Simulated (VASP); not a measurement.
## MgS (wurtzite): gaps by functional in VASP

```cif
data_structure
_symmetry_space_group_name_H-M 'P 1'
_symmetry_Int_Tables_number 1
_cell_length_a 4.0286
_cell_length_b 4.0286
_cell_length_c 6.4544
_cell_angle_alpha 90.000
_cell_angle_beta 90.000
_cell_angle_gamma 120.000
_cell_volume 90.72
loop_
_atom_site_label
_atom_site_type_symbol
_atom_site_fract_x
_atom_site_fract_y
_atom_site_fract_z
_atom_site_occupancy
Mg1 Mg 0.33333 0.66667 0.99713 1
Mg2 Mg 0.66667 0.33333 0.49713 1
S1 S 0.33333 0.66667 0.37787 1
S2 S 0.66667 0.33333 0.87787 1
```

All runs share this cell. Band v is the last that the valence electrons fill when counted band by band, and c is the next. A negative gap between them is a band overlap, as in a metal.

Problem. Rank these levels of theory by the band gap that they give, smallest first.
A. PBE
B. LDA
C. PBEsol

Solution. B (3.19 eV), C (3.30 eV), A (3.47 eV).
